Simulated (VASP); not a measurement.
# ZnO (zincite) (P6_3mc) in VASP: notebook, part 2 of 2

VASP 6.6.1.

### 3 Relaxation of shape and atoms at fixed volume, PBE (a relaxed cell with its volume scaled by 0.98)

The input, INCAR:

```
SYSTEM = ZnO
PREC = Accurate
ENCUT = 300
EDIFF = 1E-7
ISMEAR = 0
SIGMA = 0.03
LREAL = .FALSE.
LASPH = .TRUE.
NELM = 80
ALGO = Normal
ISIF = 4
LWAVE = .FALSE.
LCHARG = .FALSE.
GGA = PE
IBRION = 2
NSW = 40
EDIFFG = -0.01
```

The input, KPOINTS:

```
Automatic mesh
0
G
  5 5 3
  0 0 0
```

The input, POSCAR:

```
ZnO                                     
1.0
    3.2572782438      0.0000000000      0.0000000000
   -1.6286391219      2.8208857063      0.0000000000
    0.0000000000      0.0000000000      5.2526958335
  Zn              O             
     2     2
Direct
     0.3333333332999970    0.6666666667000030    0.4999111560273977
     0.6666666667000030    0.3333333332999970    0.9999111560273976
     0.6666666667000030    0.3333333332999970    0.3790988439726033
     0.3333333332999970    0.6666666667000030    0.8790988439726034
```

Potentials or basis: VASP PAW PBE potentials, release 64 (Zn, O_s).

Run with:

```bash
> cat potpaw_PBE.64/Zn/POTCAR potpaw_PBE.64/O_s/POTCAR > POTCAR
> mpirun -np 1 vasp_std > vasp.out
```

OUTCAR:

```text
SYSTEM = ZnO
   PREC = Accurate
   ENCUT = 300
   EDIFF = 1E-7
   ISMEAR = 0
   LREAL = .FALSE.
   LASPH = .TRUE.
   NELM = 80
   ISIF = 4
   GGA = PE
   IBRION = 2
   NSW = 40
   EDIFFG = -0.01

 ion  position               nearest neighbor table
   1  0.333  0.667  0.500-   3 1.98   3 1.98   3 1.98   4 1.99
   2  0.667  0.333  1.000-   4 1.98   4 1.98   4 1.98   3 1.99
   3  0.667  0.333  0.379-   1 1.98   1 1.98   1 1.98   2 1.99
   4  0.333  0.667  0.879-   2 1.98   2 1.98   2 1.98   1 1.99

  LATTYP: Found a hexagonal cell.
 ALAT       =     3.2572782438
 C/A-ratio  =     1.6126027439

  Lattice vectors:

 A1 = (   3.2572782438,   0.0000000000,   0.0000000000)
 A2 = (  -1.6286391219,   2.8208857063,   0.0000000000)
 A3 = (   0.0000000000,   0.0000000000,   5.2526958335)

Analysis of symmetry for initial positions (statically):
=====================================================================
 Subroutine PRICEL returns:
 Original cell was already a primitive cell.

[... 160 lines left out ...]

  energy without entropy =      -17.82805537  energy(sigma->0) =      -17.82805537

 E-fermi :   1.4819     XC(G=0): -10.8408

 val. band max:        1.3295966198   @ k =   0.0000   0.0000   0.0000
 cond. band min:       2.0809515248   @ k =   0.0000   0.0000   0.0000
 fundamental gap:      0.7513549051
 Fermi energy:         1.4819102790

 k-point     1 :       0.0000    0.0000    0.0000
  band No.  band energies     occupation
      1     -16.6563      2.00000
      2     -15.9528      2.00000
      3      -4.2929      2.00000
      4      -4.2929      2.00000
      5      -4.2490      2.00000
      6      -4.2215      2.00000
[... 239 lines left out ...]
     21       9.4227      0.00000
     22       9.9180      0.00000

------------------------ aborting loop because EDIFF is reached ----------------------------------------

  FORCE on cell =-STRESS in cart. coord.  units (eV):
  Direction    XX          YY          ZZ          XY          YZ          ZX
  --------------------------------------------------------------------------------------
  -------------------------------------------------------------------------------------
  Total        0.8547298      0.8547298      0.8735472      0.0000000      0.0000000      0.0000000
  in kB       28.3737554     28.3737554     28.9984212      0.0000000      0.0000000      0.0000000
  external PRESSURE =      28.5819773 kB  Pullay stress =       0.0000000 kB

 VOLUME and BASIS-vectors are now :
 -----------------------------------------------------------------------------
  energy-cutoff  :      300.00
  volume of cell :       48.26
      direct lattice vectors                 reciprocal lattice vectors
     3.257278244  0.000000000  0.000000000     0.307004783  0.177249294  0.000000000
    -1.628639122  2.820885706  0.000000000     0.000000000  0.354498588  0.000000000
     0.000000000  0.000000000  5.252695833     0.000000000  0.000000000  0.190378433

 POSITION                                       TOTAL-FORCE (eV/Angst)
 -----------------------------------------------------------------------------------
     -0.00000      1.88059      2.62588        -0.000000      0.000000     -0.002272
      1.62864      0.94030      5.25223         0.000000     -0.000000     -0.002272
      1.62864      0.94030      1.99129         0.000000      0.000000      0.002272
     -0.00000      1.88059      4.61764        -0.000000      0.000000      0.002272
 -----------------------------------------------------------------------------------
    total drift:                               -0.000001     -0.000002     -0.003741

  FREE ENERGIE OF THE ION-ELECTRON SYSTEM (eV)
  ---------------------------------------------------
  free  energy   TOTEN  =       -17.8280553653 eV

  energy  without entropy=      -17.8280553653  energy(sigma->0) =      -17.82805537

 reached required accuracy - stopping structural energy minimisation
```

CONTCAR:

```text
ZnO
   1.00000000000000
     3.2572782438000001    0.0000000000000000    0.0000000000000000
    -1.6286391219000000    2.8208857062999999    0.0000000000000000
     0.0000000000000000    0.0000000000000000    5.2526958334999998
  Zn              O
     2     2
Direct
     0.3333333332999970    0.6666666667000030    0.4999111560273946
     0.6666666667000030    0.3333333332999970    0.9999111560273946
     0.6666666667000030    0.3333333332999970    0.3790988439726064
     0.3333333332999970    0.6666666667000030    0.8790988439726064

  0.00000000E+00  0.00000000E+00  0.00000000E+00
  0.00000000E+00  0.00000000E+00  0.00000000E+00
  0.00000000E+00  0.00000000E+00  0.00000000E+00
  0.00000000E+00  0.00000000E+00  0.00000000E+00
```

Run time: 15 s. Hardware: 1 thread of Intel Xeon Platinum 8488C (Sapphire Rapids), shared host; peak memory 0.12 GiB.

The run converged, but some of its settings lie outside the range that counts as converged, so its numbers aren't taken as properties of the crystal.

What came out:

| Property | Result |
| --- | --- |
| Free energy | -17.8281 eV |
| Band gap on the k mesh | 0.75 eV, direct |

Caveat: the k mesh is coarse (spacing up to 0.45 Å⁻¹), so the values aren't converged; the cutoff is under 1.25 times the usual one of these potentials, so pressure, stress and relaxed cells hold a basis-set (Pulay) error; the relaxation stopped at its first step, so nothing moved.
